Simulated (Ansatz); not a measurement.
PtSe2, one cell by several methods

```yaml
crystal:
  lattice:
    - [0.00000, 3.14524, 3.14524]
    - [3.14524, 0.00000, 3.14524]
    - [3.14524, 3.14524, 0.00000]
  atoms:
    - { symbol: Pt, position: [0.00000, 0.00000, 0.00000] }
    - { symbol: Se, position: [0.25000, 0.25000, 0.25000] }
    - { symbol: Se, position: [0.75000, 0.75000, 0.75000] }
```

Atoms are numbered in the order listed.

The cell was built from the fluorite type and relaxed in the same program, and has space group Fm-3m; it needn't be a known or the stable phase.

Spin–orbit coupling is left out, though it moves levels of the heavy atoms by tenths of an eV or more.

Methods: DFT, PBE, PAW with Ansatz's default frozen-core files, scalar-relativistic (Ansatz 0.2.0); DFT, PBE, all-electron PAW with datasets made for the crystal, scalar-relativistic (Ansatz 0.2.0); DFT, PBE, all-electron LAPW, scalar-relativistic (Ansatz 0.2.0).

For PAW: a Γ-centred 10×10×10 k mesh, Fermi–Dirac smearing of 0.05 eV, cutoff 420 eV, no spin polarisation. The crystal-made all-electron datasets (AE datasets) take a cutoff of 340 eV at this cell. LAPW targets a basis error of 1 meV/atom. The Ansatz runs share mesh, smearing and spin set-up. Plane-wave (PAW) pressures include the program's estimate of the Pulay term.

Stress and pressure are positive in compression.

Levels count from the Fermi level.

| quantity | PAW | AE datasets | LAPW |
| --- | --- | --- | --- |
| pressure (GPa) | 0.01 | 0.00 | 0.00 |
| highest filled level at K (eV) | -0.816 | -0.817 | -0.817 |
| lowest empty level at K (eV) | 0.674 | 0.674 | 0.674 |
| highest filled level at X (eV) | -2.685 | -2.684 | -2.684 |
| lowest empty level at X (eV) | 0.418 | 0.417 | 0.417 |
| highest filled level at U (eV) | -0.816 | -0.817 | -0.817 |
| lowest empty level at U (eV) | 0.674 | 0.674 | 0.674 |

PAW's pressure differs from the LAPW value by about 0.01 GPa or less.
